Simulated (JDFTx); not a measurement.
# V (Im-3m) in JDFTx: further runs

The runs below take V through equation of state, with PBEsol.

Program: JDFTx 1.7.0 (patched build). These are calculated values, not measurements. Logs are shortened: lines on timing, memory, paths and dates and some standing lists are left out, and cuts for length are marked. The log counts tension as positive stress, the text compression.

### Step 1. The structure

It takes space group Im-3m (No. 229, cubic). Conventional cell: a = 3.029 Å, b = 3.029 Å, c = 3.029 Å, α = 90.00°, β = 90.00°, γ = 90.00°. Around V (site symmetry m-3m) lie 8 V at 2.62 Å.

### Step 2. Equation of state, PBEsol, collinear spin, ferromagnetic start, 13.06 Å³/atom (volume scaled by 0.94)

V.in reads:

```
lattice \
   -1.4834362237     1.4834362237     1.4834362237 \
    1.4834362237    -1.4834362237     1.4834362237 \
    1.4834362237     1.4834362237    -1.4834362237
latt-scale 1.889726124626 1.889726124626 1.889726124626
coords-type Lattice
ion V      0.0000000000     0.0000000000     0.0000000000 1

ion-species pseudo/V.upf
elec-cutoff 42
elec-ex-corr gga-PBEsol
kpoint-folding 12 12 12
elec-smearing Fermi 0.0018374661
elec-n-bands 13
spintype z-spin
initial-magnetic-moments V 2
elec-initial-magnetization 2 no
electronic-SCF nIterations 100 energyDiffThreshold 1e-09
electronic-minimize nIterations 30 energyDiffThreshold 1e-7
forces-output-coords Cartesian

dump-name run.$VAR
dump End Ecomponents EigStats BandEigs Kpoints Forces Stress ElecDensity Dtot
```

Potentials or basis: PseudoDojo-SR-PBEsol-0.4.1-standard.

Command:

```bash
$ jdftx -c 1 -i V.in -o V.out
```

Log:

```text
*************** JDFTx 1.7.0 (patched build) ***************

[... 9 lines left out ...]
---------- Initializing the Grid ----------
R =
[     -2.80329      2.80329      2.80329  ]
[      2.80329     -2.80329      2.80329  ]
[      2.80329      2.80329     -2.80329  ]
unit cell volume = 88.1177
G =
[ -1.42463e-17    1.12068    1.12068  ]
[    1.12068 -1.42463e-17    1.12068  ]
[    1.12068    1.12068 -1.42463e-17  ]
Minimum fftbox size, Smin = [  32  32  32  ]
Chosen fftbox size, S = [  32  32  32  ]

---------- Exchange Correlation functional ----------
Initalized PBEsol GGA exchange.
Initalized PBEsol GGA correlation.

---------- Setting up pseudopotentials ----------
Width of ionic core gaussian charges (only for fluid interactions / plotting) set to 0

Reading pseudopotential file 'pseudo/V.upf':
  'V' pseudopotential, 'PBESOL' functional
  Generated using ONCVPSP code by D. R. Hamann
  13 valence electrons, 4 orbitals, 6 projectors, 1001 radial grid points, with lMax = 2
    3S    l: 0   occupation:  2.0   eigenvalue: -2.573726
    3P    l: 1   occupation:  6.0   eigenvalue: -1.615020
    3D    l: 2   occupation:  3.0   eigenvalue: -0.190507
    4S    l: 0   occupation:  2.0   eigenvalue: -0.173311
  Core radius for overlap checks: 1.61 bohrs.

Initialized 1 species with 1 total atoms.

Folded 1 k-points by 12x12x12 to 1728 k-points.

---------- Setting up k-points, bands, fillings ----------
Reduced to 72 k-points under symmetry.
Computing the number of bands and number of electrons
Calculating initial fillings.
nElectrons:  13.000000   nBands: 13   nStates: 144

----- Setting up reduced wavefunction bases (one per k-point) -----
average nbasis = 1145.668 , ideal nbasis = 1145.595

---------- Setting up ewald sum ----------
Optimum gaussian width for ewald sums = 1.750313 bohr.
Real space sum over 2197 unit cells with max indices [  6  6  6  ]
Reciprocal space sum over 2197 terms with max indices [  6  6  6  ]

---------- Allocating electronic variables ----------
Initializing wave functions:  linear combination of atomic orbitals
Note: number of bands (13) exceeds available atomic orbitals (10)
V (M=2) pseudo-atom majority spin occupations:   s ( 1 0 )  p ( 3 )  d ( 3.5 )
V (M=2) pseudo-atom minority spin occupations:   s ( 1 0 )  p ( 3 )  d ( 1.5 )
	FillingsUpdate:  mu: +0.793241290  nElectrons: 13.000000  magneticMoment: [ Abs: 1.27684  Tot: +1.27684 ]
LCAOMinimize: Iter:   0  F: -71.1809632378619597  |grad|_K:  6.540e-03  alpha:  1.000e+00
	FillingsUpdate:  mu: +0.630838336  nElectrons: 13.000000  magneticMoment: [ Abs: 0.66090  Tot: +0.66090 ]
LCAOMinimize: Iter:   1  F: -71.4304884992594822  |grad|_K:  6.957e-04  alpha:  5.216e-01  linmin:  1.128e-01  cgtest: -7.168e-01
	FillingsUpdate:  mu: +0.631212329  nElectrons: 13.000000  magneticMoment: [ Abs: 0.53478  Tot: +0.53478 ]
[... 18 lines of inner loops ...]
LCAOMinimize: Iter:   9  F: -71.4352830112135706  |grad|_K:  2.261e-06  alpha:  1.520e+00  linmin:  1.695e-04  cgtest:  1.315e-02
	FillingsUpdate:  mu: +0.641381567  nElectrons: 13.000000  magneticMoment: [ Abs: 0.11578  Tot: -0.11578 ]
LCAOMinimize: Iter:  10  F: -71.4352830455735130  |grad|_K:  3.858e-07  alpha:  5.527e-01  linmin:  4.178e-04  cgtest: -6.252e-03
LCAOMinimize: Converged (|Delta F|<1.000000e-06 for 2 iters).

-------- Electronic minimization -----------
Will mix electronic density at each iteration.
	FillingsUpdate:  mu: +0.641381567  nElectrons: 13.000000  magneticMoment: [ Abs: 0.11578  Tot: -0.11578 ]
	FillingsUpdate:  mu: +0.637549856  nElectrons: 13.000000  magneticMoment: [ Abs: 0.11578  Tot: -0.11578 ]
SCF: Cycle:  0   F: -71.446386092289927   dF: -1.110e-02   |Residual|: 4.058e-02   |deigs|: 2.522e-01
	FillingsUpdate:  mu: +0.629429320  nElectrons: 13.000000  magneticMoment: [ Abs: 0.08059  Tot: -0.08059 ]
SCF: Cycle:  1   F: -71.448086654399447   dF: -1.701e-03   |Residual|: 3.874e-03   |deigs|: 1.236e-02
	FillingsUpdate:  mu: +0.629514888  nElectrons: 13.000000  magneticMoment: [ Abs: 0.06948  Tot: -0.06948 ]
SCF: Cycle:  2   F: -71.448091955010540   dF: -5.301e-06   |Residual|: 2.435e-03   |deigs|: 8.344e-04
	FillingsUpdate:  mu: +0.629481379  nElectrons: 13.000000  magneticMoment: [ Abs: 0.04922  Tot: -0.04922 ]
SCF: Cycle:  3   F: -71.448094239086032   dF: -2.284e-06   |Residual|: 9.602e-04   |deigs|: 3.628e-04
	FillingsUpdate:  mu: +0.629419597  nElectrons: 13.000000  magneticMoment: [ Abs: 0.03868  Tot: -0.03867 ]
SCF: Cycle:  4   F: -71.448095045529456   dF: -8.064e-07   |Residual|: 8.343e-04   |deigs|: 1.932e-04
	FillingsUpdate:  mu: +0.629388026  nElectrons: 13.000000  magneticMoment: [ Abs: 0.01884  Tot: -0.01884 ]
SCF: Cycle:  5   F: -71.448095916379600   dF: -8.709e-07   |Residual|: 4.547e-04   |deigs|: 2.821e-04
	FillingsUpdate:  mu: +0.629399815  nElectrons: 13.000000  magneticMoment: [ Abs: 0.00444  Tot: -0.00444 ]
SCF: Cycle:  6   F: -71.448096193625872   dF: -2.772e-07   |Residual|: 1.652e-04   |deigs|: 2.032e-04
	FillingsUpdate:  mu: +0.629412393  nElectrons: 13.000000  magneticMoment: [ Abs: 0.00108  Tot: -0.00108 ]
SCF: Cycle:  7   F: -71.448096211692246   dF: -1.807e-08   |Residual|: 6.481e-05   |deigs|: 6.097e-05
	FillingsUpdate:  mu: +0.629406302  nElectrons: 13.000000  magneticMoment: [ Abs: 0.00022  Tot: -0.00022 ]
SCF: Cycle:  8   F: -71.448096214398703   dF: -2.706e-09   |Residual|: 8.877e-06   |deigs|: 2.741e-05
	FillingsUpdate:  mu: +0.629406829  nElectrons: 13.000000  magneticMoment: [ Abs: 0.00005  Tot: -0.00004 ]
SCF: Cycle:  9   F: -71.448096214592624   dF: -1.939e-10   |Residual|: 4.327e-06   |deigs|: 1.595e-05
	FillingsUpdate:  mu: +0.629406997  nElectrons: 13.000000  magneticMoment: [ Abs: 0.00003  Tot: +0.00003 ]
SCF: Cycle: 10   F: -71.448096214632372   dF: -3.975e-11   |Residual|: 1.769e-06   |deigs|: 1.164e-05
SCF: Converged (|Delta E|<1.000000e-09 for 2 iters).

Setting wave functions to eigenvectors of Hamiltonian

# Stress tensor in Cartesian coordinates [Eh/a0^3]:
[  5.25043e-05            0            0  ]
[            0  5.25043e-05            0  ]
[            0            0  5.25043e-05  ]

# Ionic positions in lattice coordinates:
ion V   0.000000000000000   0.000000000000000   0.000000000000000 1

# Forces in Cartesian coordinates:
force V   0.000000000000000   0.000000000000000  -0.000000000000000 1

# Energy components:
   Eewald =      -54.8490212322137722
       EH =       14.0725706202808052
     Eloc =      -52.5112879785963784
      Enl =        0.5197771457828749
      Exc =      -11.3524706717186366
 Exc_core =        2.2746302927670463
       KE =       30.3983533014530956
-------------------------------------
     Etot =      -71.4474485222449687
       TS =        0.0006476923874048
-------------------------------------
        F =      -71.4480962146323719

IonicMinimize: Iter:   0  F: -71.448096214632372  |grad|_K:  0.000e+00
IonicMinimize: Converged (|grad|_K<1.000000e-04).

#--- Lowdin population analysis ---
# oxidation-state V +0.123
# magnetic-moments V +0.000

Dumping 'run.eigStats' ...
	eMin: -1.701567 at state 0 ( [ +0.000000 +0.000000 +0.000000 ] spin 1 )
	HOMO: +0.628952 at state 126 ( [ +0.166667 +0.500000 -0.416667 ] spin -1 )
	mu  : +0.629407
	LUMO: +0.630738 at state 49 ( [ +0.166667 +0.333333 -0.333333 ] spin 1 )
	eMax: +1.505819 at state 19 ( [ +0.083333 +0.083333 +0.083333 ] spin 1 )
	HOMO-LUMO gap: +0.001786
	Optical gap  : +0.003922 at state 32 ( [ +0.083333 +0.250000 -0.166667 ] spin 1 )
Done!
```

Wall time 71 s (1 thread of Arm Neoverse V1, shared host); peak memory 0.12 GiB.

What came out:

```
Free energy            : -1944.2017 eV
Pressure               : -1.5 GPa
Band gap on the k mesh : none (metal or under the smearing width)
Net moment             : 0.00 μB per cell
Absolute moment        : 0.00 μB per cell
```

### Step 3. Equation of state, PBEsol, collinear spin, ferromagnetic start, 13.34 Å³/atom (volume scaled by 0.96)

V.in, as its differences from that of step 2:

```diff
@@ -1,5 +1,5 @@
 lattice \
-   -1.4834362237     1.4834362237     1.4834362237 \
-    1.4834362237    -1.4834362237     1.4834362237 \
-    1.4834362237     1.4834362237    -1.4834362237
+   -1.4938833019     1.4938833019     1.4938833019 \
+    1.4938833019    -1.4938833019     1.4938833019 \
+    1.4938833019     1.4938833019    -1.4938833019
 latt-scale 1.889726124626 1.889726124626 1.889726124626
@@ -22,2 +22,2 @@
 dump-name run.$VAR
-dump End Ecomponents EigStats BandEigs Kpoints Forces Stress ElecDensity Dtot
+dump End Ecomponents EigStats BandEigs Kpoints Forces Stress
```

Potentials or basis: PseudoDojo-SR-PBEsol-0.4.1-standard.

Command:

```bash
$ jdftx -c 1 -i V.in -o V.out
```

Wall time 70 s (1 thread of Arm Neoverse V1, shared host); peak memory 0.12 GiB.

It converged, with:

| Quantity | Value |
| --- | --- |
| Free energy | -1944.1958 eV |
| Pressure | -5.3 GPa |
| Band gap on the k mesh | none (metal or under the smearing width) |
| Net moment | 0.00 μB per cell |
| Absolute moment | 0.00 μB per cell |

### Step 4. Equation of state, PBEsol, collinear spin, ferromagnetic start, 13.61 Å³/atom (volume scaled by 0.98)

V.in, as its differences from that of step 3:

```diff
@@ -1,5 +1,5 @@
 lattice \
-   -1.4938833019     1.4938833019     1.4938833019 \
-    1.4938833019    -1.4938833019     1.4938833019 \
-    1.4938833019     1.4938833019    -1.4938833019
+   -1.5041862709     1.5041862709     1.5041862709 \
+    1.5041862709    -1.5041862709     1.5041862709 \
+    1.5041862709     1.5041862709    -1.5041862709
 latt-scale 1.889726124626 1.889726124626 1.889726124626
```

Command:

```bash
$ jdftx -c 1 -i V.in -o V.out
```

Run time: 64 s. Hardware: 1 thread of Arm Neoverse V1, shared host; peak memory 0.12 GiB.

It converged, with:

```
Free energy            : -1944.1835 eV
Pressure               : -8.8 GPa
Band gap on the k mesh : none (metal or under the smearing width)
Net moment             : 0.00 μB per cell
Absolute moment        : 0.00 μB per cell
```

### Step 5. Equation of state, PBEsol, collinear spin, ferromagnetic start, 13.89 Å³/atom

V.in, as its differences from that of step 4:

```diff
@@ -1,5 +1,5 @@
 lattice \
-   -1.5041862709     1.5041862709     1.5041862709 \
-    1.5041862709    -1.5041862709     1.5041862709 \
-    1.5041862709     1.5041862709    -1.5041862709
+   -1.5143500000     1.5143500000     1.5143500000 \
+    1.5143500000    -1.5143500000     1.5143500000 \
+    1.5143500000     1.5143500000    -1.5143500000
 latt-scale 1.889726124626 1.889726124626 1.889726124626
```

Command:

```bash
$ jdftx -c 1 -i V.in -o V.out
```

It took 68 s on 1 thread of Arm Neoverse V1, shared host; peak memory 0.12 GiB.

It converged, with:

- Free energy: -1944.1656 eV
- Pressure: -11.9 GPa
- Band gap on the k mesh: none (metal or under the smearing width)
- Net moment: 0.00 μB per cell
- Absolute moment: 0.00 μB per cell

### Step 6. Equation of state, PBEsol, collinear spin, ferromagnetic start, 14.17 Å³/atom (volume scaled by 1.02)

V.in, as its differences from that of step 5:

```diff
@@ -1,5 +1,5 @@
 lattice \
-   -1.5143500000     1.5143500000     1.5143500000 \
-    1.5143500000    -1.5143500000     1.5143500000 \
-    1.5143500000     1.5143500000    -1.5143500000
+   -1.5243791002     1.5243791002     1.5243791002 \
+    1.5243791002    -1.5243791002     1.5243791002 \
+    1.5243791002     1.5243791002    -1.5243791002
 latt-scale 1.889726124626 1.889726124626 1.889726124626
```

Potentials or basis: PseudoDojo-SR-PBEsol-0.4.1-standard.

Command:

```bash
$ jdftx -c 1 -i V.in -o V.out
```

Wall time 71 s (1 thread of Arm Neoverse V1, shared host); peak memory 0.13 GiB.

Results (log left out):

| Property | Result |
| --- | --- |
| Free energy | -1944.1425 eV |
| Pressure | -14.7 GPa |
| Band gap on the k mesh | none (metal or under the smearing width) |
| Net moment | 0.00 μB per cell |
| Absolute moment | 0.00 μB per cell |

### Step 7. Equation of state, PBEsol, collinear spin, ferromagnetic start, 14.45 Å³/atom (volume scaled by 1.04)

V.in, as its differences from that of step 6:

```diff
@@ -1,5 +1,5 @@
 lattice \
-   -1.5243791002     1.5243791002     1.5243791002 \
-    1.5243791002    -1.5243791002     1.5243791002 \
-    1.5243791002     1.5243791002    -1.5243791002
+   -1.5342779432     1.5342779432     1.5342779432 \
+    1.5342779432    -1.5342779432     1.5342779432 \
+    1.5342779432     1.5342779432    -1.5342779432
 latt-scale 1.889726124626 1.889726124626 1.889726124626
```

Command:

```bash
$ jdftx -c 1 -i V.in -o V.out
```

Run time: 75 s. Hardware: 1 thread of Arm Neoverse V1, shared host; peak memory 0.13 GiB.

The run converged. Its results:

- Free energy: -1944.1147 eV
- Pressure: -17.3 GPa
- Band gap on the k mesh: none (metal or under the smearing width)
- Net moment: 0.00 μB per cell
- Absolute moment: 0.00 μB per cell

### Step 8. Equation of state, PBEsol, collinear spin, ferromagnetic start, 14.72 Å³/atom (volume scaled by 1.06)

V.in, as its differences from that of step 7:

```diff
@@ -1,5 +1,5 @@
 lattice \
-   -1.5342779432     1.5342779432     1.5342779432 \
-    1.5342779432    -1.5342779432     1.5342779432 \
-    1.5342779432     1.5342779432    -1.5342779432
+   -1.5440506776     1.5440506776     1.5440506776 \
+    1.5440506776    -1.5440506776     1.5440506776 \
+    1.5440506776     1.5440506776    -1.5440506776
 latt-scale 1.889726124626 1.889726124626 1.889726124626
```

Command:

```bash
$ jdftx -c 1 -i V.in -o V.out
```

Wall time 72 s (1 thread of Arm Neoverse V1, shared host); peak memory 0.13 GiB.

The run converged. Its results:

```yaml
Free_energy: -1944.0828 eV
Pressure: -19.5 GPa
Band_gap_on_the_k_mesh: none (metal or under the smearing width)
Net_moment: 0.00 μB per cell
Absolute_moment: 0.00 μB per cell
```

### Step 9. Equation of state, PBEsol, collinear spin, ferromagnetic start

Potentials or basis: PseudoDojo-SR-PBEsol-0.4.1-standard.

This step only gathers the single runs of the series.

Results:

* Equilibrium volume: 12.96 Å³/atom (rough: see the caveat)
* Bulk modulus: 194 GPa (rough)

Energy against volume, from the lowest point:
```
volume (Å³/atom)  energy (meV/atom)
          13.058               0.00
          13.336               5.98
          13.613              18.21
          13.891              36.15
          14.169              59.25
          14.447              87.01
          14.725             118.94
```

Caveat: the minimum lies outside the volumes run.
